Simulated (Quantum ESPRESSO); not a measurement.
## SiC, zinc blende: the electronic dielectric constant against pressure

How does ε∞, from linear response (ph.x, fixed occupations, ions clamped), follow the pressure?

Calculated with Quantum ESPRESSO 7.5, PBEsol, GBRV 1.5 ultrasoft potentials, cutoff 680 eV, Fermi–Dirac smearing 0.02 eV, k-mesh 11×11×11, no spin polarisation, no spin-orbit coupling.

Reference cell, relaxed at zero pressure with PBEsol (F-43m): a = 3.0808 Å, b = 3.0808 Å, c = 3.0808 Å, α = 60.00°, β = 60.00°, γ = 60.00°.

```
atom       x       y       z
  Si  0.0000  0.0000  0.0000
   C  0.7500  0.7500  0.7500
```

```
pressure (GPa)  V (Å³/atom)     ε∞  gap (eV)
            −4       10.533  7.114     1.261
             0       10.338  7.062     1.244
             5       10.117  7.007     1.225
            15        9.734  6.919     1.188
            20        9.565  6.883     1.171
            30        9.265  6.825     1.139
```

**Question.** Give the ε∞ and the long-wavelength refractive index at x = 10, a row left out above (x is the first column).

Least squares with ε = e0 + e1 x + e2 x² gives e0 = 7.0638, e1 = −0.011519 and e2 = 0.0001198. At x = 10 this is 6.961, so n = √ε = 2.638. The run itself gives 6.960, so the estimate misses by 0.001, a rounding's worth.

Along the table the mean ε∞ and the gap move the same way, so the smallest gap doesn't set the screening here. Semilocal functionals tend to give ε∞ too large, the k-mesh wasn't converged for it (a zone-centred mesh of this size overestimates it where the gap is small), and polar lattice vibrations add to the static constant, which isn't calculated here.

[Logs are printed without paths, hosts, clocks, repeated set-up lines and the standing remarks that a program may print on its own settings, such as how far it seeks lower states.]
